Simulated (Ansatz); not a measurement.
BeSe, DFT, LDA, PAW with Ansatz's default frozen-core files, scalar-relativistic (Ansatz 0.2.0), run on 1 thread of Intel(R) Xeon(R) Platinum 8488C (Sapphire Rapids) on a shared host.

The cell is COD entry 9008837, as deposited and not checked against the literature; nothing was relaxed. It differs from other determinations. The listed cell was then made from it by scaling, straining or moving an atom.

Command: `ansatz run input.yaml --threads 1 --pin off --max-ram 3072MiB --backend cpu --events-out ev --progress --plain --runs-dir out`

```yaml
crystal:
  lattice:
    - [0.0, 2.535, 2.5857]
    - [2.535, 0.0, 2.5857]
    - [2.535, 2.535, 0.0]
  atoms:
    - { symbol: Be, position: [0.0, 0.0, 0.0] }
    - { symbol: Se, position: [0.75, 0.75, 0.75] }
kpoints:
  mp_grid: { grid: [10, 10, 10] }
scf:
  occupations: { method: fermi_dirac, width: 0.02 }
hamiltonian:
  xc: lda
  pseudopotentials: { kind: paw }
output:
  forces: true
  stress: true
  eigenvalues: true
  efg: { contact_densities: true }
```

How large is the problem that the program sets up?

102 irreducible k-points, 625 plane waves at Γ, 13 bands.

Estimate the wall time and the peak memory.

3.6 s of wall time for 6 SCF iterations, with a peak of 0.42 GiB. Times on shared machines scatter by tens of per cent.

And the same cell and mesh by all-electron PAW (datasets made for this crystal), asked for forces, stress, eigenvalues, efg, on the same hardware?

6 s, peak memory 0.47 GiB.
